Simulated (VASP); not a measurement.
# Al2Cu (I4/mcm) in VASP: relaxation of cell and atoms with LDA

Aim: the relaxation of cell and atoms of Al2Cu with LDA.

Everything below comes from runs of VASP 6.6.1. Logs are shortened: lines on timing, memory, paths and dates and some standing lists are left out, and cuts for length are marked.

**1. The structure**

It takes space group I4/mcm (No. 140, tetragonal). The conventional cell has a = 6.067 Å, b = 6.067 Å, c = 4.877 Å, α = 90.00°, β = 90.00°, γ = 90.00°. Al (site symmetry m2m) is surrounded by 4 Cu at 2.59 Å and 3 Al at 2.71 to 2.90 Å. Cu (site symmetry 422) has 2 Cu at 2.44 Å and 8 Al at 2.59 Å as nearest neighbours.

The cell was built by a generator and needn't be a form met in nature.

**2. Relaxation of cell and atoms, LDA**

Input file INCAR:

```
PREC = Accurate
ENCUT = 600
EDIFF = 1E-6
ISMEAR = 1
SIGMA = 0.2
LREAL = False
LASPH = True
NELM = 60
ALGO = Fast
ISIF = 3
LWAVE = False
LCHARG = False
GGA = CA
IBRION = 2
NSW = 60
EDIFFG = -0.01
KPAR = 16
```

Input file KPOINTS:

```
Automatic mesh
0
Gamma
  14 14 14
```

Input file POSCAR:

```
Al2Cu
1.0
   -3.0335000000      3.0335000000      2.4385000000
    3.0335000000     -3.0335000000      2.4385000000
    3.0335000000      3.0335000000     -2.4385000000
Al Cu
4 2
Direct
    0.6581000000      0.1581000000      0.8162000000
    0.1581000000      0.3419000000      0.5000000000
    0.3419000000      0.8419000000      0.1838000000
    0.8419000000      0.6581000000      0.5000000000
    0.2500000000      0.2500000000      0.0000000000
    0.7500000000      0.7500000000      0.0000000000
```

Potentials or basis: VASP PAW LDA potentials, release 64 (Al, Cu).

The run is started by

```
$ cat potpaw_LDA.64/Al/POTCAR potpaw_LDA.64/Cu/POTCAR > POTCAR
$ mpirun -np 16 vasp_std > vasp.out
```

OUTCAR:

```text
PREC = Accurate
   ENCUT = 600
   EDIFF = 1E-6
   ISMEAR = 1
   LREAL = False
   LASPH = True
   NELM = 60
   ISIF = 3
   GGA = CA
   IBRION = 2
   NSW = 60
   EDIFFG = -0.01

 ion  position               nearest neighbor table
   1  0.658  0.158  0.816-   5 2.59   6 2.59   5 2.59   6 2.59   3 2.71   3 2.90   3 2.90   2 3.10
                             4 3.10   4 3.10   2 3.10   2 3.23   4 3.23   4 3.23   2 3.23
   2  0.158  0.342  0.500-   5 2.59   5 2.59   6 2.59   6 2.59   4 2.71   4 2.90   4 2.90   1 3.10
                             3 3.10   1 3.10   3 3.10   1 3.23   3 3.23   3 3.23   1 3.23
   3  0.342  0.842  0.184-   5 2.59   6 2.59   5 2.59   6 2.59   1 2.71   1 2.90   1 2.90   4 3.10
                             2 3.10   2 3.10   4 3.10   4 3.23   2 3.23   4 3.23   2 3.23
   4  0.842  0.658  0.500-   6 2.59   6 2.59   5 2.59   5 2.59   2 2.71   2 2.90   2 2.90   1 3.10
                             3 3.10   1 3.10   3 3.10   1 3.23   3 3.23   1 3.23   3 3.23
   5  0.250  0.250  0.000-   6 2.44   6 2.44   1 2.59   3 2.59   1 2.59   3 2.59   2 2.59   2 2.59
                             4 2.59   4 2.59
   6  0.750  0.750  0.000-   5 2.44   5 2.44   1 2.59   3 2.59   1 2.59   3 2.59   4 2.59   4 2.59
                             2 2.59   2 2.59

  LATTYP: Found a body centered tetragonal cell.
 ALAT       =     6.0670000000
 C/A-ratio  =     0.8038569309

  Lattice vectors:

 A1 = (  -3.0335000000,   3.0335000000,   2.4385000000)
 A2 = (   3.0335000000,  -3.0335000000,   2.4385000000)
 A3 = (   3.0335000000,   3.0335000000,  -2.4385000000)

Analysis of symmetry for initial positions (statically):
=====================================================================
 Subroutine PRICEL returns:
 Original cell was already a primitive cell.

 Routine SETGRP: Setting up the symmetry group for a
 body centered tetragonal supercell.

 Subroutine GETGRP returns: Found 16 space group operations
 (whereof  8 operations were pure point group operations)
 out of a pool of 16 trial point group operations.

The static configuration has the point symmetry C_4h.
 The point group associated with its full space group is D_4h.

Analysis of symmetry for dynamics (positions and initial velocities):
=====================================================================
 Subroutine PRICEL returns:
 Original cell was already a primitive cell.

 Routine SETGRP: Setting up the symmetry group for a
 body centered tetragonal supercell.

 Subroutine GETGRP returns: Found 16 space group operations
 (whereof  8 operations were pure point group operations)
 out of a pool of 16 trial point group operations.

The dynamic configuration has the point symmetry C_4h.
 The point group associated with its full space group is D_4h.

 Subroutine INISYM returns: Found 16 space group operations
 (whereof  8 operations are pure point group operations),
 and found     1 'primitive' translations

----------------------------------------------------------------------------------------

                                     Primitive cell

  volume of cell :      89.7575

  direct lattice vectors                    reciprocal lattice vectors
    -3.033500000  3.033500000  2.438500000     0.000000000  0.164826108  0.205044084
     3.033500000 -3.033500000  2.438500000     0.164826108  0.000000000  0.205044084
     3.033500000  3.033500000 -2.438500000     0.164826108  0.164826108  0.000000000

  length of vectors
     4.934625290  4.934625290  4.934625290     0.263079309  0.263079309  0.233099318

  position of ions in fractional coordinates (direct lattice)
     0.658100000  0.158100000  0.816200000
     0.158100000  0.341900000  0.500000000
     0.341900000  0.841900000  0.183800000
     0.841900000  0.658100000  0.500000000
     0.250000000  0.250000000  0.000000000
     0.750000000  0.750000000  0.000000000

  ion indices of the primitive-cell ions
   primitive index   ion index
                 1           1
                 2           2
                 3           3
                 4           4
                 5           5
                 6           6

----------------------------------------------------------------------------------------

 KPOINTS: Automatic mesh

Automatic generation of k-mesh.
 Grid dimensions read from file:
 generate k-points for:   14   14   14

 Generating k-lattice:

  Cartesian coordinates                     Fractional coordinates (reciprocal lattice)
     0.000000000  0.011773293  0.014646006     0.071428571 -0.000000000  0.000000000
     0.011773293  0.000000000  0.014646006    -0.000000000  0.071428571  0.000000000
     0.011773293  0.011773293  0.000000000     0.000000000  0.000000000  0.071428571

  Length of vectors
     0.018791379  0.018791379  0.016649951

  Shift w.r.t. Gamma in fractional coordinates (k-lattice)
     0.000000000  0.000000000  0.000000000

 Subroutine IBZKPT returns following result:
 ===========================================

 Found    244 irreducible k-points:

 Following reciprocal coordinates:
            Coordinates               Weight
  0.000000  0.000000  0.000000      1.000000
  0.071429 -0.000000  0.000000      8.000000
  0.142857  0.000000  0.000000      8.000000
  0.214286 -0.000000  0.000000      8.000000
  0.285714  0.000000  0.000000      8.000000
  0.357143 -0.000000  0.000000      8.000000
[... 16 lines left out ...]
  0.214286  0.142857  0.000000     16.000000
  0.285714  0.142857  0.000000     16.000000
 [... further k-points ...]
   k-points           NKPTS =    244   k-points in BZ     NKDIM =    244   number of bands    NBANDS=     21
   number of dos      NEDOS =    301   number of ions     NIONS =      6
   total plane-waves  NPLWV =  64000
   dimension x,y,z NGX =    40 NGY =   40 NGZ =   40
   dimension x,y,z NGXF=    80 NGYF=   80 NGZF=   80
   ions per type =               4   2
   NGX,Y,Z   is equivalent  to a cutoff of  13.48, 13.48, 13.48 a.u.
   NGXF,Y,Z  is equivalent  to a cutoff of  26.95, 26.95, 26.95 a.u.
 SYSTEM =  unknown system
   PREC   = accura    normal or accurate (medium, high low for compatibility)
   ISTART =      0    job   : 0-new  1-cont  2-samecut
   ICHARG =      2    charge: 1-file 2-atom 10-const
   ISPIN  =      1    spin polarized calculation?
   LNONCOLLINEAR =      F non collinear calculations
   LSORBIT =      F    spin-orbit coupling
   LASPH  =      T    aspherical Exc in radial PAW
   ENCUT  =  600.0 eV  44.10 Ry    6.64 a.u.   9.86  9.86  9.86*2*pi/ulx,y,z
   NELM   =     60;   NELMIN=  2; NELMDL= -5     # of ELM steps
   EDIFF  = 0.1E-05   stopping-criterion for ELM
   LREAL  =      F    real-space projection
   EDIFFG = -.1E-01   stopping-criterion for IOM
   NSW    =     60    number of steps for IOM
   IBRION =      2    ionic relax: 0-MD 1-quasi-New 2-CG
   NFREE  =      1    steps in history (QN), initial steepest desc. (CG)
   ISIF   =      3    stress and relaxation
   ISYM   =      2    0-nonsym 1-usesym 2-fastsym
   POTIM  = 0.5000    time-step for ionic-motion
   TEBEG  =    0.0;   TEEND  =   0.0 temperature during run
   PSTRESS=    0.0 pullay stress
   NELECT =      34.0000    total number of electrons
   NUPDOWN=      -1.0000    fix difference up-down
   EMIN   =  10.00;   EMAX   =-10.00  energy-range for DOS
   EFERMI =   0.00;   METHOD = LEGACY
   ISMEAR =     1;   SIGMA  =   0.20  broadening in eV -4-tet -1-fermi 0-gaus
   EFERMI_NEDOS =   21; number of points for ismear=-14 and -15
   IALGO  =     68    algorithm
   IMIX   =      4    mixing-type and parameters
     AMIX     =   0.40;   BMIX     =  1.00
     AMIX_MAG =   1.60;   BMIX_MAG =  1.00
  volume/ion in A,a.u.               =      14.96       100.95
  Fermi-wavevector in a.u.,A,eV,Ry     =   1.184525  2.238428 19.090326  1.403099
  Thomas-Fermi vector in A             =   2.320737
   LORBIT       =      0    0 simple, 1 ext, 2 COOP (PROOUT), +10 PAW based schemes
   GGA     = CA    functional components
   LHFCALC =     F    Hartree Fock is set to
   AEXX    =    0.0000 exact exchange contribution
   IVDW    =     0    specifies the selected vdW correction
   LEPSILON=     F    determine dielectric tensor
   LRPA    =     F    only Hartree local field effects (RPA)
 conjugate gradient relaxation of ions
 non-spin polarized calculation
 RMM-DIIS sequential band-by-band and
 Methfessel and Paxton  Order N= 1 SIGMA  =   0.20
  energy-cutoff  :      600.00
  volume of cell :       89.76
 maximum number of plane-waves:      3024
   NGX = 19   NGY = 19   NGZ = 19

--------------------------------------- Ionic step        1  -------------------------------------------

 number of electron      33.9999978 magnetization

 Free energy of the ion-electron system (eV)
  ---------------------------------------------------
  ext. energy  EPLUGINS =         0.00000000
  ---------------------------------------------------
  free energy    TOTEN  =       -27.17297351 eV

  energy without entropy =      -27.17328301  energy(sigma->0) =      -27.17307668

------------------------ aborting loop because EDIFF is reached ----------------------------------------

  FORCE on cell =-STRESS in cart. coord.  units (eV):
  Direction    XX          YY          ZZ          XY          YZ          ZX
  --------------------------------------------------------------------------------------
  -------------------------------------------------------------------------------------
  Total       -3.4189132     -3.4189132     -3.5555684      0.0000000     -0.0000000     -0.0000000
  in kB      -61.0278275    -61.0278275    -63.4671316      0.0000000     -0.0000000     -0.0000000
  external PRESSURE =     -61.8409288 kB  Pullay stress =       0.0000000 kB
[... 305 lines left out ...]
  energy  without entropy=      -27.2821630745  energy(sigma->0) =      -27.28222390

--------------------------------------- Ionic step        9  -------------------------------------------

 number of electron      34.0000013 magnetization

 Free energy of the ion-electron system (eV)
  ---------------------------------------------------
  ext. energy  EPLUGINS =         0.00000000
  ---------------------------------------------------
  free energy    TOTEN  =       -27.28226770 eV

  energy without entropy =      -27.28217060  energy(sigma->0) =      -27.28223533

 E-fermi :   8.4139     XC(G=0): -11.3060

 val. band max:        8.4073374072   @ k =  -0.2143  -0.2143   0.2143
 cond. band min:       8.4218478242   @ k =  -0.3571   0.0714  -0.0000
 fundamental gap:      0.0145104170
 Fermi energy:         8.4139275572

 k-point     1 :       0.0000    0.0000    0.0000
  band No.  band energies     occupation
      1      -2.7224      2.00000
      2       2.7745      2.00000
      3       2.9524      2.00000
      4       2.9524      2.00000
      5       2.9554      2.00000
      6       3.9156      2.00000
[... 550 lines left out ...]
      5       3.5198      2.00000
      6       3.6490      2.00000
[... 13 lines left out ...]
     20      11.8074     -0.00000
     21      12.8776      0.00000

 [... further k-points ...]

------------------------ aborting loop because EDIFF is reached ----------------------------------------

  FORCE on cell =-STRESS in cart. coord.  units (eV):
  Direction    XX          YY          ZZ          XY          YZ          ZX
  --------------------------------------------------------------------------------------
  -------------------------------------------------------------------------------------
  Total        0.0305200      0.0305200      0.0541754      0.0000000     -0.0000000      0.0000000
  in kB        0.5793944      0.5793944      1.0284712      0.0000000     -0.0000000      0.0000000
  external PRESSURE =       0.7290867 kB  Pullay stress =       0.0000000 kB
[... 21 lines left out ...]
  FREE ENERGIE OF THE ION-ELECTRON SYSTEM (eV)
  ---------------------------------------------------
  free  energy   TOTEN  =       -27.2822677028 eV

  energy  without entropy=      -27.2821705961  energy(sigma->0) =      -27.28223533

 reached required accuracy - stopping structural energy minimisation
```

Run time: 7.3 min. Hardware: 16 MPI ranks of Intel Xeon Platinum 8488C (Sapphire Rapids), shared host; peak memory 0.64 GiB.

What came out:

| Property | Result |
| --- | --- |
| Free energy | -27.2823 eV |
| Relaxed volume | 14.07 Å³/atom |
| Relaxed cell | a = 4.834 Å, b = 4.834 Å, c = 4.834 Å, α = 104.15°, β = 104.15°, γ = 120.74° |
| Space group after relaxing (to 0.05 Å) | I4/mcm (No. 140) |
| Energy gained by relaxing | 18.2 meV/atom |
| Ionic steps | 9 |
| Pressure after relaxing | 0.1 GPa |
| Largest force after relaxing | 0.003 eV/Å |
| Band gap on the k mesh | none (metal or under the smearing width) |

Forces on the atoms (eV/Å):
```
Al  -0.002 -0.002  0.000
Al   0.002 -0.002  0.000
Al   0.002  0.002  0.000
Al  -0.002  0.002  0.000
Cu   0.000  0.000  0.000
Cu   0.000  0.000  0.000
```

The path:
| step | energy change (eV) | largest force (eV/Å) | pressure (GPa) | volume (Å³) |
| --- | --- | --- | --- | --- |
| 1 | 0.0000 | 0.1125 | -6.18 | 89.76 |
| 2 | -0.0915 | 0.0234 | 2.85 | 82.46 |
| 3 | -0.1086 | 0.0524 | -0.02 | 84.44 |
| 4 | -0.1086 | 0.0509 | 0.21 | 84.33 |
| 5 | -0.1090 | 0.0327 | -0.08 | 84.54 |
| 6 | -0.1090 | 0.0262 | -0.27 | 84.62 |
| 7 | -0.1093 | 0.0052 | -0.22 | 84.56 |
| 8 | -0.1093 | 0.0085 | -0.15 | 84.52 |
| 9 | -0.1093 | 0.0033 | 0.07 | 84.40 |

Final structure:
```cif
data_structure
_symmetry_space_group_name_H-M 'P 1'
_symmetry_Int_Tables_number 1
_cell_length_a 4.8341
_cell_length_b 4.8341
_cell_length_c 4.8341
_cell_angle_alpha 104.147
_cell_angle_beta 104.147
_cell_angle_gamma 120.743
_cell_volume 84.40
loop_
_atom_site_label
_atom_site_type_symbol
_atom_site_fract_x
_atom_site_fract_y
_atom_site_fract_z
_atom_site_occupancy
Al1 Al 0.65938 0.15938 0.81876 1
Al2 Al 0.15938 0.34062 0.50000 1
Al3 Al 0.34062 0.84062 0.18124 1
Al4 Al 0.84062 0.65938 0.50000 1
Cu1 Cu 0.25000 0.25000 0.00000 1
Cu2 Cu 0.75000 0.75000 0.00000 1
```
